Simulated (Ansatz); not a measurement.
## A series in volume per atom on BaTiO3

Results calculated with Ansatz 0.2.0, not measured. Periodic Kohn-Sham DFT of a crystal at fixed atoms; pressure and stress are positive in compression; the energy is the free energy less that of spherical unpolarised free atoms; site moments are those in the method's own spheres, positive along +z.

Cell of the first row (space group P4/mmm, No. 123):
```
CELL_PARAMETERS angstrom
3.91810 0.00000 0.00000
0.00000 3.91810 0.00000
0.00000 0.00000 3.93600
ATOMIC_POSITIONS crystal
Ba 0.00000 0.00000 0.00000
Ti 0.50000 0.50000 0.50000
O 0.50000 0.50000 0.00000
O 0.50000 0.00000 0.50000
O 0.00000 0.50000 0.50000
```

Settings of every row: method all-electron LAPW; functional PBE; relativity scalar; k mesh 7x7x7; filling fermi-dirac; smearing width 0.03 eV; basis error target 1 meV/atom; nucleus gaussian.

Atom start moment: 0 on all atoms.

Limits: no spin-orbit coupling on heavy atoms; atoms stay on their symmetric sites, though polar or tilted forms of a perovskite may lie lower.

```
row  volume per atom (Å³)  energy less free atoms (eV/atom)  pressure (GPa)
  1                12.085                           -7.7785          13.774
  2                12.342                            -7.797           9.298
  3                12.599                                 ?               ?
  4                12.728                           -7.8121           3.439
  5                12.856                           -7.8141           1.688
  6                12.985                           -7.8148           0.032
  7                13.113                           -7.8142          -1.537
  8                13.371                           -7.8094          -4.429
  9                13.628                           -7.8001          -7.019
```

Question: what energy less free atoms and pressure should row 3 give?

Worked fit of energy less free atoms. Take u = (V_r/V)^(2/3) − 1 with V_r = 12.921 Å³ an atom, which is twice the finite (Eulerian) strain; such expansions in the strain, on which the Birch-Murnaghan equation of state is built, carry the rest volume and the bulk modulus. The shown rows have u = 0.0456, 0.03104, 0.01008, 0.00337, -0.00329, -0.00979, -0.02256, -0.03489. Least squares give energy less free atoms = −7.81465 + 0.1061 × u + 15.025 × u² eV/atom; a straight line predicts inner rows, each left out in turn, worse (root mean square 0.0079 against 7.9e-05 eV/atom). The rows lie off it by 0.0001, -0.0001, 0.0000, 0.0000, 0.0000, 0.0000, 0.0000, 0.0000. Its lowest point lies at u = -0.0035, or V = 12.99 Å³ an atom, and the curvature there gives the bulk modulus at fixed shape and fractions, B = (4/9)(1 + u)² E″(u)/V = 164 GPa. Letting shape and atoms relax would as a rule lower it, by much in layered, chain or molecular crystals. The withheld row has u = 0.01697, so the fit gives −7.81465 + 0.1061 × (0.01697) + 15.025 × (0.01697)² = -7.8085 eV/atom.

The calculation gave -7.8086 eV/atom. The fit lies 0.0001 eV/atom (0.28 % of the column's range) above it, one unit of the last digit.

Worked fit of pressure. Take u = (V_r/V)^(2/3) − 1 with V_r = 12.921 Å³ an atom, which is twice the finite (Eulerian) strain; such expansions in the strain, on which the Birch-Murnaghan equation of state is built, carry the rest volume and the bulk modulus. The shown rows have u = 0.0456, 0.03104, 0.01008, 0.00337, -0.00329, -0.00979, -0.02256, -0.03489. Least squares give pressure = 0.843 + 249.66 × u + 717.33 × u² + 571 × u³ GPa; a parabola predicts inner rows, each left out in turn, worse (root mean square 0.01 against 0.006 GPa). The rows lie off it by 0.001, -0.003, 0.006, -0.005, 0.003, -0.004, 0.002, 0.000 (root mean square 0.0035 GPa). The pressure vanishes at u = -0.0034, or V = 12.99 Å³ an atom, and there the bulk modulus at fixed shape and fractions is B = −V dP/dV = (2/3)(1 + u) dP/du = 163 GPa. Letting shape and atoms relax would as a rule lower it, by much in layered, chain or molecular crystals. The withheld row has u = 0.01697, so the fit gives 0.843 + 249.66 × (0.01697) + 717.33 × (0.01697)² + 571 × (0.01697)³ = 5.289 GPa.

The calculation gave 5.286 GPa. The fit lies 0.003 GPa (0.014 % of the column's range) above it; its largest miss of a shown row is 0.006 GPa.
